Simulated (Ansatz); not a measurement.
# Al3GaN4: the cost of one run

Program: Ansatz 0.2.0. Level of theory: DFT PBE, scalar-relativistic, plane waves, PAW. These are calculated values, not measurements.

## Step 1: The system as given

Symmetry: P4/mmm, No. 123, tetragonal system. The conventional cell has a = 3.352 Å, b = 3.352 Å, c = 9.482 Å, α = 90.00°, β = 90.00°, γ = 90.00°. Al (site symmetry 4mm) is surrounded by 6 N at 2.37 Å. Al (site symmetry 4/mmm) has 6 N at 2.37 Å as nearest neighbours. Ga (site symmetry 4/mmm) is surrounded by 6 N at 2.37 Å. Around N (site symmetry 4/mmm) lie 4 Ga at 2.37 Å and 2 Al at 2.37 Å. N (site symmetry 4mm) is surrounded by 5 Al at 2.37 Å and 1 Ga at 2.37 Å. N (site symmetry 4/mmm) has 6 Al at 2.37 Å as nearest neighbours.

Coordinates:

```cif
data_structure
_symmetry_space_group_name_H-M 'P 1'
_symmetry_Int_Tables_number 1
_cell_length_a 3.3522
_cell_length_b 3.3522
_cell_length_c 9.4815
_cell_angle_alpha 90.000
_cell_angle_beta 90.000
_cell_angle_gamma 90.000
_cell_volume 106.55
loop_
_atom_site_label
_atom_site_type_symbol
_atom_site_fract_x
_atom_site_fract_y
_atom_site_fract_z
_atom_site_occupancy
Al1 Al 0.00000 0.00000 0.25000 1
Al2 Al 0.50000 0.50000 0.50000 1
Al3 Al 0.00000 0.00000 0.75000 1
Ga1 Ga 0.50000 0.50000 0.00000 1
N1 N 0.00000 0.00000 0.00000 1
N2 N 0.50000 0.50000 0.25000 1
N3 N 0.00000 0.00000 0.50000 1
N4 N 0.50000 0.50000 0.75000 1
```

The start is an ordering of an alloy on its end members' structure types: elements ordered on the sites of the GaN type, Al/Ga on Ga (P4/mmm, No. 123).

## Step 2: The guess as it stands, on a coarse mesh

Input file input.yaml:

```yaml
crystal:
  lattice:
    - [3.35222663, 0.0, 0.0]
    - [0.0, 3.35222663, 0.0]
    - [0.0, 0.0, 9.48152873]
  atoms:
    - { symbol: Al, position: [0.0, 0.0, 0.25] }
    - { symbol: Al, position: [0.5, 0.5, 0.5] }
    - { symbol: Al, position: [0.0, 0.0, 0.75] }
    - { symbol: Ga, position: [0.5, 0.5, 0.0] }
    - { symbol: "N", position: [0.0, 0.0, 0.0] }
    - { symbol: "N", position: [0.5, 0.5, 0.25] }
    - { symbol: "N", position: [0.0, 0.0, 0.5] }
    - { symbol: "N", position: [0.5, 0.5, 0.75] }
basis:
  ecutwfc: 420
kpoints:
  mp_grid: { grid: [6, 6, 2] }
hamiltonian:
  xc: pbe
scf:
  occupations: { method: gaussian, width: 0.1 }
  lower_state_search: "off"
output:
  forces: true
  stress: true
  eigenvalues: true
```

Launch:

```
$ ansatz run input.yaml --threads 1 --pin off --max-ram 2560MiB --backend cpu --events-out ev --progress --plain --runs-dir out
```

**Question.** How long does this run take on 1 thread of Intel Xeon at 2.70GHz, shared host, and how much memory does it need?

About 5.2 s, with a peak of 0.39 GiB.
